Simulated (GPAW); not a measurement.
CdTe:

```
Te Cd
1.0
     0.00000    3.20500    3.20500
     3.20500    0.00000    3.20500
     3.20500    3.20500    0.00000
Te Cd
1 1
Direct
  0.25000 0.25000 0.25000
  0.00000 0.00000 0.00000
```

Base run:

* Program: GPAW 26.7.0
* Functional: BLYP
* Potentials or basis: PAW data sets generated in the run's folder for this functional
* Cutoff: 600 eV
* Basis: pw
* k mesh: 6 × 6 × 6
* Occupations: fermi-dirac, width 0.05 eV
* Spin: spin-orbit coupling, no magnetisation

Its results: band gap on the k mesh 0.46 eV, direct; pressure 6.5 GPa.

**Question.** The run is repeated on the same cell with these changes: functional from BLYP to PBE; spin from spin-orbit coupling, no magnetisation to no spin polarisation. What comes out?

**Answer.** Band gap on the k mesh 0.87 eV, direct; pressure 3.8 GPa.

Several settings changed at once, so the effect can't be laid on one alone.

Caveats: spin-orbit coupling was added after a scalar SCF, so levels and gaps hold it while energy, forces, pressure and moments don't (some runs); this program's spin-orbit splittings come out too wide for heavy elements (some runs); spin-orbit coupling is left out, which moves the levels of the heavy elements (some runs).

Not every run made on this cell is shown here.
